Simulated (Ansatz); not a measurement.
Here is an Ansatz 0.2.0 calculation.

input.yaml

```yaml
crystal:
  lattice:
    - [2.38025, 1.3742379782, 4.3318666667]
    - [-2.38025, 1.3742379782, 4.3318666667]
    - [0.0, -2.7484759565, 4.3318666667]
  atoms:
    - { symbol: Al, position: [0.85216, 0.85216, 0.85216] }
    - { symbol: Al, position: [0.64784, 0.64784, 0.64784] }
    - { symbol: Al, position: [0.14784, 0.14784, 0.14784] }
    - { symbol: Al, position: [0.35216, 0.35216, 0.35216] }
    - { symbol: O, position: [0.05668, 0.75, 0.44332] }
    - { symbol: O, position: [0.75, 0.44332, 0.05668] }
    - { symbol: O, position: [0.44332, 0.05668, 0.75] }
    - { symbol: O, position: [0.94332, 0.25, 0.55668] }
    - { symbol: O, position: [0.25, 0.55668, 0.94332] }
    - { symbol: O, position: [0.55668, 0.94332, 0.25] }
hamiltonian:
  xc: rpbe
  pseudopotentials: { kind: paw }
kpoints:
  mp_grid: { grid: [7, 7, 7] }
scf:
  occupations: { method: fermi_dirac, width: 0.05 }
output:
  forces: true
  stress: true
relax:
  f_tol: 0.01
  max_steps: 40
  cell: { stress_tol: 0.05 }
```

Potentials or basis: Ansatz PAW.

Run with:

```bash
$ ansatz run input.yaml --threads 4 --pin off --max-ram 11264MiB --backend cpu --events-out ev --progress --plain --runs-dir out
```

Question: Predict the relaxed cell.

Answer: a = 5.220 Å, b = 5.220 Å, c = 5.220 Å, α = 55.27°, β = 55.27°, γ = 55.27°.

Question: Predict the band gap on the k mesh.

Answer: 5.69 eV.

Question: What does it give for the relaxed volume?

Answer: 8.95 Å³/atom.

Question: Predict the space group after relaxing (to 0.05 Å).

Answer: R-3c (No. 167).

Step by step:
```csv
step,energy change (eV),largest force (eV/Å),volume (Å³)
1,0.0000,0.0438,85.02
2,-0.1029,0.0233,86.89
3,-0.1426,0.0250,89.16
4,-0.1422,0.0103,89.32
5,-0.1422,0.0078,89.32
6,-0.1701,0.0069,89.32
7,-0.1695,0.0011,89.53
8,-0.1705,0.0010,89.53
```

Caveat: odd divisions of the mesh miss points on the zone boundary, where band edges often lie, so the gap on the mesh can be too wide; the plane-wave basis is chosen anew once the cell has moved, so the energies of steps on either side of that aren't comparable; the pressure holds a Pulay correction of +0.7 GPa for the finite cutoff; the PAW data sets come from PBE, with cores solved anew for the run's functional, which leaves a small shift of forces and pressure. As with any semilocal functional, this RPBE gap is likely too small.
